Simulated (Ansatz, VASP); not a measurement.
# TiIn2 in two plane-wave programs

One calculation is typed for both programs; each brings its own data sets. How far apart do they land? The cell is generated by rule, not measured, and may not be a known phase. The cell is taken from a series of runs on this material, whose earlier steps may have relaxed, scaled, displaced or heated it; both programs get it as it stands.

Calculated with Ansatz 0.2.0; plane waves, with VASP 6.6.1 beside it; zone-centre phonons at PBEsol.

The structure was built from a prototype and need not be the compound's stable phase.

## Step 1: Set-up

It takes space group Pmma (No. 51, orthorhombic). The conventional cell has a = 7.692 Å, b = 3.017 Å, c = 5.445 Å, α = 90.00°, β = 90.00°, γ = 90.00°. Ti has 8 In at 2.93 to 3.00 Å and 2 Ti at 3.02 Å nearest. Nearest to In lie 5 In at 2.80 to 3.02 Å and 4 Ti at 2.93 to 3.00 Å. Farther neighbours are not listed.

## Step 2: Ansatz: zone-centre phonons, PBEsol

Ansatz runs on its default PAW (the set named soft_2) files.

Second derivatives magnify differences that forces hide, and they need a tight electronic threshold.

Contents of input.yaml:

```yaml
crystal:
  lattice:
    - [7.6917392077, 0.0, 0.0]
    - [0.0, 3.0169216575, 0.0]
    - [0.0, 0.0, 5.4447732732]
  atoms:
    - { symbol: Ti, position: [0.25, 0.0, 0.3605391261] }
    - { symbol: Ti, position: [0.75, 0.0, 0.6394608739] }
    - { symbol: In, position: [0.0656968543, 0.5, 0.7601183918] }
    - { symbol: In, position: [0.5656968543, 0.5, 0.2398816082] }
    - { symbol: In, position: [0.9343031457, 0.5, 0.2398816082] }
    - { symbol: In, position: [0.4343031457, 0.5, 0.7601183918] }
kpoints:
  mp_grid: { grid: [4, 10, 6] }
hamiltonian:
  xc: pbesol
scf:
  occupations: { method: methfessel_paxton, width: 0.15 }
output:
  eigenvalues: true
phonons:
  method: dfpt
```

Run with:

```sh
$ ansatz run input.yaml --threads 8 --pin off --max-ram 14336MiB --backend cpu --events-out ev --progress --plain --runs-dir out
```

Numbers of over 12 decimals in the logs are rounded to 6 here.

Log:

```text
zone centre: on kpoints.mp_grid the ground state, and the responses unless they are solved on pairs of k-points, stand on 84 of the mesh's 240 k-points, reduced under 2 symmetry operations, with k and −k counted as one. Each operation leaves every solved displacement unchanged or reverses it
Engine: ansatz 0.2.0, aarch64-unknown-linux-gnu
Pseudopotentials: kind: paw
Pseudopotential: Ti, paw, valence charge 12, recommended cutoff 420 eV (normal), Ti.paw.azcp
Pseudopotential: In, paw, valence charge 13, recommended cutoff 420 eV (normal), In.paw.azcp
Functional definition: PBEsol
  exchange = pbesol_x
  correlation = pbesol_c
Crystal: 6 atoms, lattice volume = 126.348 Å³
Basis set: ecut = 420 eV, 2449 PW (Γ), exchange–correlation on 108×48×80 points (8 copies of the dense FFT grid, shifted against one another)
Bands: 46, of which v1, the nominal top of the filled ones, is band 38 counted from 1 (37 counted from 0)
Symmetry: 8 space group operations
k-points: 84 of 240 (irreducible under 2 space group operations, time reversal used)
Non-local potential: Ti, projectors of the file, l = 0: 3, l = 1: 2, l = 2: 3, l = 3: 1
Non-local potential: In, projectors of the file, l = 0: 2, l = 1: 2, l = 2: 2, l = 3: 2
PAW form: soft (Blöchl's): semilocal exchange-correlation on the pseudo side does not see the compensation charge
PAW frozen core: Ti, regenerated for the run's functional, and the local potential with it (the file was generated under x = pbe(κ = 0.804, μ = 0.219515), c = pbe(β = 0.066725))
PAW frozen core: In, regenerated for the run's functional, and the local potential with it (the file was generated under x = pbe(κ = 0.804, μ = 0.219515), c = pbe(β = 0.066725))
PAW one-centre angular grid: Ti, 590 points (default); XC on 64 Gauss nodes
PAW one-centre angular grid: In, 590 points (default); XC on 64 Gauss nodes
Initial density: superposition of atomic densities (neutral atoms: chi_scale 0, normalization atom), corrected by the library's trained network
Initial wavefunctions: pseudopotential atomic-orbital guess
Functional: x = pbesol(κ = 0.804, μ = 0.123457), c = pbesol(β = 0.046)
SCF iter   1: F=—  HF=-27049.476412 eV  |F-HF|=—  |Δ(HF+E_count)|=         —  Δρ=7.55e-3  dr2=7.37e-2  ethr=1.77e-3  ⟨swp⟩=6.4  Hψ=15867  notcnv=0
preconditioner: auto → Kerker (q_TF=auto, 2.507 Å⁻¹)  [metal: Δε(μ)=0.017 eV  Ē_g=12.108 eV  σ=0.150 eV  W_gap=0.10  n_scr=32 (ndim 8)  ℏωp=25.6 eV  f_vac=0.000  D(μ)=2.59/eV (n_scr^D=10)]
SCF iter   2: F=—  HF=-27049.461981 eV  |F-HF|=—  |Δ(HF+E_count)|=   1.44e-2  S|Δr|=    0.00e0  Δρ=3.30e-3  dr2=1.48e-2  ethr=9.69e-5  ⟨swp⟩=2.3  Hψ=7119  notcnv=0  defer=1
SCF iter   3: F=—  HF=-27049.459488 eV  |F-HF|=—  |Δ(HF+E_count)|=   2.49e-3  S|Δr|=    0.00e0  Δρ=7.20e-4  dr2=7.18e-4  ethr=1.94e-5  ⟨swp⟩=3.0  Hψ=6983  notcnv=0  defer=1
SCF iter   4: F=—  HF=-27049.459405 eV  |F-HF|=—  |Δ(HF+E_count)|=   8.27e-5  S|Δr|=    0.00e0  Δρ=1.71e-4  dr2=5.41e-5  ethr=9.45e-7  ⟨swp⟩=2.0  Hψ=4443  notcnv=0  defer=1
SCF iter   5: F=—  HF=-27049.459395 eV  |F-HF|=—  |Δ(HF+E_count)|=   9.63e-6  S|Δr|=    0.00e0  Δρ=5.50e-5  dr2=5.32e-6  ethr=7.12e-8  ⟨swp⟩=2.1  Hψ=4762  notcnv=0  defer=1
SCF iter   6: F=—  HF=-27049.459393 eV  |F-HF|=—  |Δ(HF+E_count)|=   1.92e-6  S|Δr|=    0.00e0  Δρ=1.78e-5  dr2=7.27e-7  ethr=7.01e-9  ⟨swp⟩=2.2  Hψ=5153  notcnv=0  defer=5
SCF iter   7: F=—  HF=-27049.459393 eV  |F-HF|=—  |Δ(HF+E_count)|=   3.68e-8  S|Δr|=    0.00e0  Δρ=4.43e-6  dr2=4.42e-8  ethr=9.57e-10  ⟨swp⟩=2.0  Hψ=4374  notcnv=0  defer=7
SCF iter   8: F=—  HF=-27049.459393 eV  |F-HF|=—  |Δ(HF+E_count)|=   6.84e-9  S|Δr|=    0.00e0  Δρ=1.53e-6  dr2=3.73e-9  ethr=5.82e-11  ⟨swp⟩=2.0  Hψ=4588  notcnv=0  defer=7
SCF iter   9: F=—  HF=-27049.459393 eV  |F-HF|=—  |Δ(HF+E_count)|=   1.11e-9  S|Δr|=    0.00e0  Δρ=4.00e-7  dr2=3.53e-10  ethr=4.90e-12  ⟨swp⟩=2.7  Hψ=7133  notcnv=0  defer=7
SCF iter  10: F=—  HF=-27049.459393 eV  |F-HF|=—  |Δ(HF+E_count)|=  5.09e-11  S|Δr|=    0.00e0  Δρ=1.25e-7  dr2=3.24e-11  ethr=1.00e-12  ⟨swp⟩=2.0  Hψ=4136  notcnv=0  defer=7
SCF iter  11: F=-27049.459393 eV  HF=-27049.459393 eV  |F-HF|=7.28e-12  |Δ(HF+E_count)|=    0.00e0  S|Δr|=    0.00e0  Δρ=4.81e-8  dr2=2.95e-12  ethr=1.00e-12  ⟨swp⟩=9.9  Hψ=16835  notcnv=0
SCF 1 converged in 11 iterations: F = -27049.459393 eV  dr2 = 2.95e-12
  greatest PAW one-centre occupation: 0.999 electrons in one spin orbital (limit 2), on the Ti atom at site 1 (counted from 0), in its partial waves of l = 0
DFPT response loops at Γ: preconditioner auto → Kerker (q_TF=auto, 2.507 Å⁻¹) (partly filled bands, converged f_vac=0.000); β = 1.00, the filter's whole step (`scf.mixing.beta` (0.50) is not read by the response loops under this deck's `scf.mixing.preconditioner`; to damp them name `kerker` or `kerker_dos`, under which they read `scf.mixing.beta`, and type it under 1.00, their step now; both keys bind the ground state too); Broyden in place of MSR1
SCF converged after 11 iterations
Stability not checked: this state was not tested for a lower state beside it, because cold or Methfessel-Paxton smearing, or corrected tetrahedra, fill the levels in a way that the test cannot read (fill_not_monotonic; see scf.lower_state_search)
Free energy (F): -27049.459393 eV
Harris-Foulkes:  -27049.459393 eV  (|F-HF|=7.28e-12)
Internal energy: -27049.458947 eV  (E = F + TS)
E sigma→0 (E₀):  -27049.459282 eV
Entropy (-TS):   -0.000446 eV (-0.074 meV/atom)
Fermi energy:    12.389526 eV
--- Per-component energies (eV) ---
  E_band       = -334.784116
  E_kinetic    = 1521.446000
  E_local      = -5869.813459  (includes V_loc(G=0)·N_el)
  E_nonlocal   = 1491.563945
  E_hartree    = 2359.348775
  E_xc         = -1050.957525
  E_vxc        = -647.377808  (∫ρ·V_xc dr)
  E_paw        = -18379.100765  (= ΣΔE_a)
  E_vpaw       = -1549.300572  (= ΣTr[D̂ρ^β])
  E_aug_tail   = 0.000323  (compensation charges beyond the density's cutoff)
  E_ewald      = -7123.168619
  E_core_change = 1.222379  (= ΣΔE_core)
  E_smearing   = -0.000446  (= −TS)
  E_closure    = -0.000000  (closes the sum)
  Σ components = -27049.459393   (vs F -27049.459393, Δ=0.00e0)
--- Band table (eV; the first three rows and the last of 84) ---
  k-point 0: bands = [... 34 lower, 9.6467, 10.3909, 11.5505, 11.9960, 13.4790, 13.7186, 13.9500, 13.9673, ... 4 higher]
  k-point 1: bands = [... 34 lower, 10.4570, 10.8714, 11.5388, 12.0563, 13.1909, 13.5837, 13.7314, 13.9471, ... 4 higher]
  k-point 2: bands = [... 34 lower, 11.5304, 11.5829, 11.8866, 12.2200, 12.8100, 13.1879, 13.7578, 13.9085, ... 4 higher]
  k-point 83: bands = [... 34 lower, 10.0624, 10.0624, 10.8070, 10.8070, 13.1236, 13.1236, 13.3392, 13.3392, ... 4 higher]
--- Phonons (Γ-DFPT): 6 representative perturbations + reference, on 84 of 240 k-points (Σ response iterations 18) ---
  k mesh reduced under 2 symmetry operations, with k and −k counted as one. Each operation leaves every solved displacement unchanged or reverses it
  ASR residual: 2.425e-5 → 0.000e0 eV/Å²; symmetrization residual: 7.946e-6 eV/Å²
  ASR residual per site (eV/Å²): 2.42e-5 2.42e-5 1.55e-5 1.55e-5 1.55e-5 1.55e-5
  Γ frequencies (cm⁻¹): 0.00 0.00 0.00 42.48 52.71 55.04 60.36 64.22 113.77 133.24 154.09 157.62 165.39 167.03 169.90 203.69 214.11 218.06
  non-analytic LO–TO correction: not included (Born effective charges unavailable; polar crystals: no LO–TO splitting at Γ)
```

## Step 3: VASP: zone-centre phonons, PBEsol

The same cell, functional, mesh and smearing now go to VASP, with its own data sets.

Lines of VASP's logs that name or quote its potential files are left out, and so is its time.

Contents of INCAR:

```
SYSTEM = TiIn2
PREC = Accurate
ENCUT = 500
EDIFF = 1E-08
NELM = 120
ISMEAR = 1
SIGMA = 0.15
LREAL = .FALSE.
ALGO = Normal
GGA = PS
NBANDS = 47
LASPH = .TRUE.
LORBIT = 11
LWAVE = .FALSE.
LCHARG = .FALSE.
ISIF = 2
IBRION = 8
GGA_COMPAT = .FALSE.
KPAR = 2
```

Contents of POSCAR:

```
TiIn2
1.0
    7.6917392077      0.0000000000      0.0000000000
    0.0000000000      3.0169216575      0.0000000000
    0.0000000000      0.0000000000      5.4447732732
Ti In
2 4
Direct
    0.2500000000      0.0000000000      0.3605391261
    0.7500000000      0.0000000000      0.6394608739
    0.0656968543      0.5000000000      0.7601183918
    0.5656968543      0.5000000000      0.2398816082
    0.9343031457      0.5000000000      0.2398816082
    0.4343031457      0.5000000000      0.7601183918
```

Contents of KPOINTS:

```
Automatic mesh
0
Gamma
4 10 6
0 0 0
```

PAW data sets: Ti_sv and In_d (PBE family, release 64).

Run with:

```sh
$ mpirun -np 2 vasp_std
```

Log:

```text
[banner, memory and clock lines left out]
running    2 mpi-ranks, on    1 nodes
 distrk:  each k-point on    1 cores,    2 groups
 distr:  one band on    1 cores,    1 groups

 POSCAR found type information on POSCAR TiIn
 POSCAR found :  2 types and       6 ions
|                                                                             |
|               ----> ADVICE to this user running VASP <----                  |
|                                                                             |
|     You enforced a specific xc type in the INCAR file but a different       |
|     [... a line on the potential file left out ...]
|     I HOPE YOU KNOW WHAT YOU ARE DOING!                                     |
|                                                                             |

 LDA part: xc-table for (Slater+PW92), standard interpolation
 POSCAR, INCAR and KPOINTS ok, starting setup
 FFT: planning ... GRIDC
 FFT: planning ... GRID_SOFT
 FFT: planning ... GRID
 WAVECAR not read
 entering main loop
       N       E                     dE             d eps       ncg     rms          rms(c)
DAV:   1     0.896144655453E+03    0.89614E+03   -0.36091E+04  6776   0.224E+03
DAV:   2     0.904853612358E+02   -0.80566E+03   -0.79107E+03  6768   0.595E+02
DAV:   3    -0.205621399305E+02   -0.11105E+03   -0.10802E+03  8657   0.225E+02
DAV:   4    -0.315126435043E+02   -0.10951E+02   -0.10751E+02 10442   0.613E+01
DAV:   5    -0.323284206047E+02   -0.81578E+00   -0.81484E+00 10025   0.114E+01    0.153E+01
DAV:   6    -0.299835330521E+02    0.23449E+01   -0.32455E+01  9283   0.267E+01    0.810E+00
DAV:   7    -0.288221871273E+02    0.11613E+01   -0.96297E+00  8402   0.175E+01    0.482E+00
DAV:   8    -0.286318414945E+02    0.19035E+00   -0.10582E+00  7765   0.632E+00    0.964E-01
DAV:   9    -0.286383626800E+02   -0.65212E-02   -0.13943E-01 10571   0.203E+00    0.889E-01
DAV:  10    -0.286365827052E+02    0.17800E-02   -0.76016E-03  9025   0.552E-01    0.403E-01
DAV:  11    -0.286365183785E+02    0.64327E-04   -0.18593E-03  9453   0.259E-01    0.712E-02
DAV:  12    -0.286364984648E+02    0.19914E-04   -0.28554E-04 10391   0.116E-01    0.324E-02
DAV:  13    -0.286365073870E+02   -0.89222E-05   -0.23934E-05  9193   0.328E-02    0.582E-03
DAV:  14    -0.286365070279E+02    0.35907E-06   -0.37024E-06 10484   0.123E-02    0.218E-03
DAV:  15    -0.286365070479E+02   -0.19949E-07   -0.15139E-07  7693   0.244E-03    0.145E-03
DAV:  16    -0.286365070834E+02   -0.35487E-07   -0.26377E-08  6635   0.106E-03    0.321E-04
DAV:  17    -0.286365070886E+02   -0.52314E-08   -0.35622E-09  4710   0.510E-04
   1 F= -.28636507E+02 E0= -.28636357E+02  d E =-.451124E-03
 Linear response reoptimize wavefunctions to high precision
DAV:   1    -0.286365070896E+02   -0.10241E-08   -0.16731E-09  4561   0.399E-04
DAV:   2    -0.286365070896E+02   -0.16371E-10   -0.83654E-10  4427   0.229E-04
 Linear response DOF=           6
 Linear response progress:
  Degree of freedom:   1/  6
       N       E                     dE             d eps       ncg     rms          rms(c)
RMM:   1    -0.827793418181E+00   -0.82779E+00    0.99422E+00  8412   0.670E+01
RMM:   2    -0.752099836313E+00    0.75694E-01   -0.43414E-01 15365   0.291E+00    0.158E-01
RMM:   3    -0.751603691735E+00    0.49614E-03   -0.29572E-02 15927   0.790E-01    0.747E-02
RMM:   4    -0.751611422401E+00   -0.77307E-05   -0.13223E-02 17496   0.380E-01    0.315E-02
RMM:   5    -0.752465078921E+00   -0.85366E-03   -0.33628E-03 18981   0.172E-01    0.560E-02
RMM:   6    -0.752983910925E+00   -0.51883E-03   -0.11693E-03 18672   0.954E-02    0.227E-02
RMM:   7    -0.753528319326E+00   -0.54441E-03   -0.43490E-04 19778   0.559E-02    0.123E-02
RMM:   8    -0.753779371954E+00   -0.25105E-03   -0.17397E-04 19199   0.361E-02    0.381E-03
RMM:   9    -0.753825232991E+00   -0.45861E-04   -0.80279E-05 20078   0.227E-02    0.236E-03
RMM:  10    -0.753896341298E+00   -0.71108E-04   -0.41596E-05 20259   0.146E-02    0.105E-03
RMM:  11    -0.753914381793E+00   -0.18040E-04   -0.26911E-05 20499   0.100E-02    0.624E-04
RMM:  12    -0.753916355178E+00   -0.19734E-05   -0.14398E-05 20539   0.712E-03    0.439E-04
RMM:  13    -0.753930568617E+00   -0.14213E-04   -0.13221E-05 20171   0.542E-03    0.117E-04
RMM:  14    -0.753928513401E+00    0.20552E-05   -0.11006E-05 20783   0.415E-03    0.157E-04
RMM:  15    -0.753930653337E+00   -0.21399E-05   -0.87934E-06 20926   0.331E-03    0.167E-04
RMM:  16    -0.753927335228E+00    0.33181E-05   -0.72604E-06 19738   0.273E-03    0.344E-04
RMM:  17    -0.753931703302E+00   -0.43681E-05   -0.64771E-06 19461   0.232E-03    0.194E-04
RMM:  18    -0.753932349353E+00   -0.64605E-06   -0.55773E-06 20789   0.196E-03    0.203E-04
RMM:  19    -0.753932580391E+00   -0.23104E-06   -0.49987E-06 21004   0.169E-03    0.218E-04
[...]
RMM:  19    -0.511010768484E+00   -0.24283E-07   -0.51105E-07 23727   0.932E-04    0.148E-04
RMM:  20    -0.511011029688E+00   -0.26120E-06   -0.64374E-07 23316   0.794E-04    0.159E-04
 first order change of Fermi-energy   0.68218E-03
 force on displaced ion       1 direction 2 :   0.000  -4.272   0.009
 Linear response progress:
  Degree of freedom:   3/  6
       N       E                     dE             d eps       ncg     rms          rms(c)
[...]
RMM:   1    -0.249683616967E+00   -0.24968E+00   -0.12038E-01 13046   0.361E+00
RMM:   2    -0.249094825262E+00    0.58879E-03   -0.32460E-02 14168   0.959E-01    0.177E-01
RMM:   3    -0.253779115660E+00   -0.46843E-02   -0.87004E-03 15323   0.515E-01    0.603E-01
RMM:   4    -0.249100898829E+00    0.46782E-02   -0.31157E-03 15048   0.317E-01    0.545E-02
RMM:   5    -0.249111765177E+00   -0.10866E-04   -0.63882E-04 16510   0.136E-01    0.381E-02
RMM:   6    -0.249185418495E+00   -0.73653E-04   -0.27183E-04 17550   0.712E-02    0.213E-02
RMM:   7    -0.249232730093E+00   -0.47312E-04   -0.12593E-04 17243   0.427E-02    0.855E-03
RMM:   8    -0.249247245249E+00   -0.14515E-04   -0.35512E-05 18684   0.239E-02    0.560E-03
RMM:   9    -0.249248201985E+00   -0.95674E-06   -0.17756E-05 18555   0.136E-02    0.323E-03
RMM:  10    -0.249245321197E+00    0.28808E-05   -0.20262E-06 18401   0.841E-03    0.126E-03
RMM:  11    -0.249244274184E+00    0.10470E-05   -0.85708E-06 19384   0.539E-03    0.870E-04
RMM:  12    -0.249242978685E+00    0.12955E-05   -0.71664E-06 20040   0.361E-03    0.739E-04
RMM:  13    -0.249241641877E+00    0.13368E-05    0.45801E-07 19678   0.262E-03    0.146E-04
RMM:  14    -0.249242366782E+00   -0.72490E-06   -0.29851E-06 19906   0.182E-03    0.225E-04
RMM:  15    -0.249242057160E+00    0.30962E-06    0.97118E-07 20731   0.133E-03    0.257E-04
RMM:  16    -0.249242348043E+00   -0.29088E-06   -0.13942E-06 19802   0.101E-03    0.484E-04
RMM:  17    -0.249241629547E+00    0.71850E-06    0.78905E-07 18795   0.869E-04    0.112E-04
RMM:  18    -0.249241724754E+00   -0.95206E-07   -0.10476E-07 20227   0.616E-04    0.153E-04
RMM:  19    -0.249241397220E+00    0.32753E-06    0.10959E-07 18672   0.530E-04    0.581E-05
RMM:  20    -0.249241386455E+00    0.10765E-07    0.96772E-08 20373   0.404E-04    0.435E-05
RMM:  21    -0.249241137097E+00    0.24936E-06    0.13827E-07 18918   0.363E-04    0.112E-04
RMM:  22    -0.249241163135E+00   -0.26038E-07   -0.61839E-08 19984   0.282E-04    0.797E-05
RMM:  23    -0.249241194127E+00   -0.30992E-07    0.66412E-08 19072   0.242E-04    0.347E-05
RMM:  24    -0.249241199499E+00   -0.53718E-08    0.37724E-08 20225   0.206E-04    0.278E-05
 first order change of Fermi-energy  -0.12757E-01
 force on displaced ion       3 direction 1 :  -7.975   0.000   1.371
 Linear response progress:
  Degree of freedom:   5/  6
       N       E                     dE             d eps       ncg     rms          rms(c)
RMM:   1    -0.224813905322E+00   -0.22481E+00   -0.78927E-02 18747   0.341E+00
RMM:   2    -0.226689358735E+00   -0.18755E-02   -0.24797E-02 22146   0.754E-01    0.546E-02
RMM:   3    -0.226604972727E+00    0.84386E-04   -0.24177E-03 24273   0.257E-01    0.277E-02
RMM:   4    -0.226525291115E+00    0.79682E-04   -0.44540E-04 25386   0.119E-01    0.206E-02
RMM:   5    -0.226543071810E+00   -0.17781E-04   -0.12906E-04 24967   0.639E-02    0.319E-02
RMM:   6    -0.226545044082E+00   -0.19723E-05   -0.59284E-05 25199   0.379E-02    0.515E-03
RMM:   7    -0.226556827019E+00   -0.11783E-04   -0.30996E-05 27823   0.207E-02    0.182E-03
RMM:   8    -0.226555960183E+00    0.86684E-06   -0.12302E-05 27435   0.115E-02    0.122E-03
RMM:   9    -0.226555746803E+00    0.21338E-06   -0.55452E-06 27707   0.683E-03    0.467E-04
RMM:  10    -0.226555561235E+00    0.18557E-06   -0.28678E-06 27828   0.427E-03    0.320E-04
RMM:  11    -0.226555450333E+00    0.11090E-06   -0.14826E-06 27722   0.276E-03    0.198E-04
RMM:  12    -0.226555177888E+00    0.27245E-06   -0.91641E-07 28553   0.186E-03    0.100E-04
RMM:  13    -0.226554977151E+00    0.20074E-06   -0.45469E-07 28206   0.127E-03    0.121E-04
RMM:  14    -0.226554930282E+00    0.46869E-07   -0.22565E-07 29511   0.885E-04    0.108E-04
RMM:  15    -0.226554957974E+00   -0.27692E-07    0.83700E-09 29687   0.635E-04    0.150E-04
RMM:  16    -0.226554935498E+00    0.22476E-07   -0.25728E-08 28896   0.492E-04    0.652E-05
RMM:  17    -0.226554956546E+00   -0.21048E-07    0.36582E-08 30624   0.367E-04    0.653E-05
RMM:  18    -0.226554957021E+00   -0.47515E-09   -0.96743E-09 30009   0.287E-04    0.667E-05
 first order change of Fermi-energy  -0.54134E-04
 force on displaced ion       3 direction 2 :   0.003  -1.568   0.000
 Linear response progress:
  Degree of freedom:   6/  6
       N       E                     dE             d eps       ncg     rms          rms(c)
RMM:   1    -0.243329817613E+00   -0.24333E+00   -0.93692E-02 12533   0.350E+00
RMM:   2    -0.244237358681E+00   -0.90754E-03   -0.30219E-02 15039   0.863E-01    0.114E-01
RMM:   3    -0.244705902224E+00   -0.46854E-03   -0.40560E-03 15743   0.332E-01    0.180E-01
RMM:   4    -0.244339677208E+00    0.36623E-03   -0.10274E-03 15122   0.178E-01    0.595E-02
RMM:   5    -0.244329918010E+00    0.97592E-05   -0.31697E-04 16545   0.931E-02    0.317E-02
RMM:   6    -0.244360542423E+00   -0.30624E-04   -0.11390E-04 18141   0.502E-02    0.198E-02
RMM:   7    -0.244405945576E+00   -0.45403E-04   -0.58689E-05 17776   0.317E-02    0.408E-03
RMM:   8    -0.244404721448E+00    0.12241E-05   -0.26686E-05 18708   0.176E-02    0.338E-03
RMM:   9    -0.244403127930E+00    0.15935E-05   -0.96327E-06 18796   0.101E-02    0.181E-03
RMM:  10    -0.244401317036E+00    0.18109E-05   -0.99850E-06 18963   0.617E-03    0.111E-03
RMM:  11    -0.244399647359E+00    0.16697E-05   -0.41474E-07 19016   0.399E-03    0.719E-04
RMM:  12    -0.244397932394E+00    0.17150E-05   -0.34364E-06 19807   0.280E-03    0.396E-04
RMM:  13    -0.244399219572E+00   -0.12872E-05    0.17998E-07 19599   0.192E-03    0.479E-04
RMM:  14    -0.244399548841E+00   -0.32927E-06   -0.19654E-06 20699   0.132E-03    0.550E-04
RMM:  15    -0.244399301020E+00    0.24782E-06   -0.18661E-07 20210   0.962E-04    0.536E-04
RMM:  16    -0.244399648004E+00   -0.34698E-06   -0.10327E-06 19931   0.732E-04    0.666E-04
RMM:  17    -0.244399592263E+00    0.55741E-07   -0.19647E-07 20755   0.557E-04    0.695E-04
RMM:  18    -0.244399705338E+00   -0.11307E-06   -0.35544E-07 19585   0.443E-04    0.686E-04
RMM:  19    -0.244399137002E+00    0.56834E-06   -0.12757E-07 18158   0.419E-04    0.488E-04
RMM:  20    -0.244399043700E+00    0.93302E-07   -0.24893E-07 19659   0.311E-04    0.481E-04
RMM:  21    -0.244399160081E+00   -0.11638E-06   -0.14042E-07 19017   0.261E-04    0.520E-04
RMM:  22    -0.244399043036E+00    0.11705E-06   -0.18140E-07 18990   0.226E-04    0.497E-04
 first order change of Fermi-energy   0.32970E-01
 force on displaced ion       3 direction 3 :   1.362   0.000  -6.566
 Linear response finished
```

[end of part 1 of 2]

[Lines on the potential files, build, host, timing and source positions are cut from VASP's logs without a mark.]

[Logs are printed without paths, hosts, clocks, repeated set-up lines and the standing remarks that a program may print on its own settings, such as how far it seeks lower states.]

[Hosts, paths, dates, database ids (printed as entryN), source tags and the programs' standing remarks are cut or masked in the printed files.]
